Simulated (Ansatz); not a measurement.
**Bi in Ansatz: the effect of functional**

Bi:

```
CELL_PARAMETERS angstrom
2.28252 1.31781 3.96408
-2.28252 1.31781 3.96408
0.00000 -2.63562 3.96408
ATOMIC_POSITIONS crystal
Bi 0.76600 0.76600 0.76600
Bi 0.23400 0.23400 0.23400
```

The cell isn't the ideal one: volume scaled by 1.02.

Alike in all runs:

| Property | Result |
| --- | --- |
| Program | Ansatz 0.2.0 |
| Task | single point |
| Potentials or basis | Ansatz PAW |
| k mesh | 7 × 7 × 7 |
| Occupations | fermi-dirac, width 0.05 eV |
| Spin | no spin polarisation |

Problem. One run gave: gap on the mesh 0.26 eV; pressure -2.4 GPa; largest force 0.04 eV/Å. Which functional did it use?
A. PBE
B. LDA
C. r2SCAN

Solution. B.

```csv
functional,cutoff,gap on the mesh (eV),pressure (GPa),largest force (eV/Å)
LDA,420 eV (not typed: the program's choice for these potentials),0.26,-2.4,0.04
r2SCAN,500 eV (not typed: the program's choice for these potentials),0.28,0.2,0.07
PBE,420 eV (not typed: the program's choice for these potentials),0.25,1.1,0.11
```

Caveats: odd divisions of the mesh miss points on the zone boundary, where band edges often lie, so the gap on the mesh can be too wide; spin-orbit coupling is left out, which as a rule narrows the gap of such compounds by several tenths of an eV; the PAW data sets come from PBE, with cores solved anew for the run's functional, which leaves a small shift of forces and pressure (some runs).

A k mesh can miss the band edges.
